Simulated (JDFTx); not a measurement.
The system is Re.

```
CELL_PARAMETERS angstrom
2.76639 0.00000 0.00000
-1.38319 2.39576 0.00000
0.00000 0.00000 8.93885
ATOMIC_POSITIONS crystal
Re 0.66667 0.33333 0.75000
Re 0.00000 0.00000 0.50000
Re 0.33333 0.66667 0.25000
Re 0.00000 0.00000 0.00000
```

Base run:

```yaml
Program: JDFTx 1.7.0 (patched build)
Functional: PBE
Potentials_or_basis: PseudoDojo-SR-PBE-0.5-standard with smoothed tails
Cutoff: 980 eV
Density_cutoff: 7837 eV
k_mesh: 9 × 9 × 2
Occupations: fermi-dirac, width 0.05 eV
Spin: no spin polarisation
Hubbard_terms: Re d U = 1 eV
```

Its results: band gap on the k mesh none (metal or under the smearing width); pressure 0.0 GPa.

Question: After a change of settings the same cell gave: band gap on the k mesh none (metal or under the smearing width); pressure -17.2 GPa. Which change was it?
A. hubbard terms from Re d U = 1 eV to none; hubbard projectors from atomic pseudo-orbitals, not orthogonalised to none
B. hubbard terms from Re d U = 1 eV to Re d U = 4 eV
C. hubbard terms from Re d U = 1 eV to Re d U = 6 eV

Answer: C.

Caveats: U without spin polarisation on a metal has little footing; the U is typed as a test and isn't derived for this compound.
